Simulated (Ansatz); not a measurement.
ZrSe2/ZrSe2 (1T multilayer), computed twice by G0W0.

The cell holds 6 atoms: 2 Zr and 4 Se. Cell: a = 3.713 Å, b = 3.713 Å, c = 41.400 Å, α = 90.0°, β = 90.0°, γ = 120.0°. Regions: layer 1 (ZrSe2), 3 atoms (1 Zr and 2 Se); layer 2 (ZrSe2), 3 atoms (1 Zr and 2 Se). Vacuum lies along c.

```xyz
6
Lattice="3.7126 0.0000 0.0000 -1.8563 3.2152 0.0000 0.0000 0.0000 41.4000" Properties=species:S:1:pos:R:3
Zr    0.0000    0.0000   17.7248
Se    0.0000    2.1435   19.2972
Se    1.8563    1.0717   16.1600
Zr    0.0000    0.0000   23.6752
Se    0.0000    2.1435   25.2400
Se    1.8563    1.0717   22.1028
```

The structure was relaxed with LDA. The runs that relaxed it are not among those shown.

The first (Ansatz 0.2.0; start LDA, 6×6×1 mesh, 588 empty bands, screening to 65 eV, PAW set soft_1 files; 4 threads of Arm Neoverse V2, shared host) gave, on its mesh: starting gap 0.17 eV, G0W0 gap 0.77 eV, mean of 1 + 4πα/V (set by the cell height) 6.53, 7.5 min.

Question: The second changes empty bands from 588 to 242 and screening cutoff (eV) from 65.0 to 36. What does it give?

It gave: starting gap 0.17 eV, G0W0 gap 0.68 eV, mean of 1 + 4πα/V (set by the cell height) 6.58, 92 s. The G0W0 gap moves by −0.09 eV, +0.00 eV from the start and −0.09 eV from the correction. Σc changes by +0.31 eV at the valence top and +0.22 eV at the conduction bottom, and Σx − Vxc between them by −0.0001 eV.

Limits: not at the basis limit; coarse mesh for a sheet; no spin-orbit coupling.

[Paths, hosts, dates, memory and timing lines, banners, echoed tables and standing remarks are left out of the program output.]

[Logs are printed without paths, hosts, clocks, repeated set-up lines and the standing remarks that a program may print on its own settings, such as how far it seeks lower states.]

[Runs of the session that timed out or met a known fault of the program may be left out.]

[Cells called generated may have been cut or substituted from an entry of the Crystallography Open Database or the Materials Project.]

[Hosts, paths, dates, database ids (printed as entryN), source tags and the programs' standing remarks are cut or masked in the printed files.]
